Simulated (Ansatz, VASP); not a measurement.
# Te: VASP beside Ansatz

Contents of POSCAR:

```
Te
1.0
    4.3938034316      0.0000000000      0.0000000000
   -2.1969017158      3.8051453911      0.0000000000
    0.0000000000      0.0000000000      5.8439361313
Te
3
Direct
    0.7310000000      0.7310000000      0.0000000000
    0.0000000000      0.2690000000      0.6666666667
    0.2690000000      0.0000000000      0.3333333333
```

Contents of INCAR.step1:

```
SYSTEM = Te
PREC = Accurate ; ENCUT = 520
ISMEAR = -1 ; SIGMA = 0.05
LREAL = .FALSE. ; LASPH = .TRUE.
NELM = 60 ; NBANDS = 16
GGA = PE ; ALGO = Normal
EDIFF = 1E-4 ; LWAVE = .TRUE.
LCHARG = .FALSE.
```

The input INCAR.step2:

```
SYSTEM = Te
PREC = Accurate ; ENCUT = 520
EDIFF = 1E-6 ; ISMEAR = -1
SIGMA = 0.05 ; LREAL = .FALSE.
LASPH = .TRUE. ; NELM = 60
ALGO = Normal ; ISIF = 2
LWAVE = .FALSE. ; LCHARG = .TRUE.
METAGGA = R2SCAN ; LMIXTAU = .TRUE.
LELF = .TRUE. ; LVHAR = .TRUE.
NBANDS = 16 ; ISTART = 1
```

Contents of KPOINTS:

```
regular mesh
0
G
  7 7 5
  0 0 0
```

File input.yaml:

```yaml
crystal:
  lattice:
    - [4.3938034316, 0.0, 0.0]
    - [-2.1969017158, 3.8051453911, 0.0]
    - [0.0, 0.0, 5.8439361313]
  atoms:
    - { symbol: Te, position: [0.731, 0.731, 0.0] }
    - { symbol: Te, position: [0.0, 0.269, 0.6666666667] }
    - { symbol: Te, position: [0.269, 0.0, 0.3333333333] }
hamiltonian:
  xc: r2scan
  pseudopotentials: { kind: paw }
kpoints:
  mp_grid: { grid: [7, 7, 5] }
scf:
  occupations: { method: fermi_dirac, width: 0.05 }
output:
  forces: true
  stress: true
  eigenvalues: true
```

Alike in both runs: task single point; functional r2SCAN; k mesh 7 × 7 × 5; occupations fermi-dirac, width 0.05 eV; no spin polarisation.

|  | VASP | Ansatz |
| --- | --- | --- |
| version | VASP 6.6.1 | Ansatz 0.2.0 |
| potentials or method | VASP PAW PBE potentials, release 64 (Te) | Ansatz PAW |
| plane-wave cutoff (eV) | 520 | 500 |
| valence electrons in the cell | 18 | 48 |

```tsv
	VASP	Ansatz	Ansatz less VASP
gap on the k mesh at the Fermi level (eV)	0.71	0.72	+0.008
least direct gap on the mesh (eV)	0.96	0.98	+0.019
pressure (GPa)	3.3	3.2	-0.04
largest component of the traceless stress (GPa)	0.71	0.67	-0.041
rms of the force components (eV/Å)	0.097	0.079	-0.0185
```

Atom by atom the forces differ by 0.018 eV/Å (rms over components). The two sets of potentials don't hold the same shells in valence.

Caveats: spin-orbit coupling is left out, which moves the levels of the heavy elements; the PAW data sets were made with another functional, which shifts forces and pressure a little (VASP); an odd mesh through Γ misses points on the zone boundary, where band edges often lie (VASP); odd divisions of the mesh miss points on the zone boundary, where band edges often lie, so the gap on the mesh can be too wide (Ansatz); the PAW data sets come from PBE, with cores solved anew for the run's functional, which leaves a small shift of forces and pressure (Ansatz).
